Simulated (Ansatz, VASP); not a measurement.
## One calculation of C, two programs

```xyz
4
Lattice="2.5050 0.0000 0.0000 -1.2525 2.1694 0.0000 0.0000 0.0000 4.1190" Properties=species:S:1:pos:R:3 pbc="T T T"
C     0.0000    1.4462   -0.0012
C     1.2525    0.7231    2.0583
C     0.0000    1.4462    1.5417
C     1.2525    0.7231    3.6012
```

Change from the starting cell: strained cell.

Alike in both runs: functional PBEsol; k mesh 9 × 9 × 6; occupations gaussian, width 0.02 eV; no spin polarisation.

Ansatz relaxed the structure, and its values are those at the end. VASP's run is a single point on that final structure, the one shown.

```csv
,VASP,Ansatz
version,VASP 6.6.1,Ansatz 0.2.0
potentials or method,"VASP PAW PBE potentials, release 64 (C)","scalar-relativistic, plane waves, PAW"
plane-wave cutoff (eV),520,420
valence electrons in the cell,16,16
```

Ansatz gave:

```
gap on the k mesh at the Fermi level (eV) : 3.07
least direct gap on the mesh (eV)         : 4.78
pressure (GPa)                            : 2.5
```

What did VASP give for the same quantities?

gap on the k mesh at the Fermi level (eV): 3.05; least direct gap on the mesh (eV): 4.77; pressure (GPa): 3.7.

Ansatz warned: «pseudo_functional_mismatch».

Caveats: the PAW data sets were made with another functional, which shifts forces and pressure a little (VASP); an odd mesh through Γ misses points on the zone boundary, where band edges often lie.
